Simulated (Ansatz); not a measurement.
**Li2Se: the gap against volume**

Li2Se, Fm-3m, a = 5.987 Å. Ansatz: r2SCAN, PAW, 500 eV, Γ-centred 8×8×8 mesh on 3 atoms, Gaussian smearing 0.02 eV; no spin polarisation. Symmetry fixes shape and atoms, so the cell is only scaled; x = ln(V/V0) with V0 = 17.882 Å³/atom. The gap is read at the mesh points alone.

```tsv
x	gap y (eV)
-0.1278	3.358
-0.0943	3.395
-0.0619	3.427
-0.0305	?
0.0000	3.478
0.0296	3.498
0.0583	3.515
0.0953	3.533
```

Q: Fit a straight line to the other rows, give the volume deformation potential of the gap and its pressure coefficient, and predict the missing gap. B0 = 35.3 GPa.

A: Means x = -0.01440, y = 3.4577; Σ(Δx)² = 0.04096, ΣΔxΔy = 0.03227; the slope is their ratio. y = 3.4691 + 0.78769 x. The slope is the deformation potential a = dE_g/d ln V = 0.79 eV, and dE_g/dP = −a/B0 = -22.3 meV/GPa. With a term in x² added, the coefficient of x becomes 0.7295, 7 % less, which shows how far this figure hangs on the form. At x = -0.0305 the fit asked for gives 3.445 eV. The run gave 3.454 eV, so the fit is 0.009 eV too low, within twice the rms miss on the fitted rows (0.007 eV): the form describes this series only roughly.

Spin-orbit coupling is left out; it would lift a valence top of Se p states by 0.1 to 0.15 eV. Semilocal functionals give gaps under the measured ones; changes of the gap mostly carry over better.

Cost: 8 runs of about 1.3 core-minutes in all, on Intel Xeon Processor @ 2.50GHz (Skylake/Cascade Lake) (shared hosts).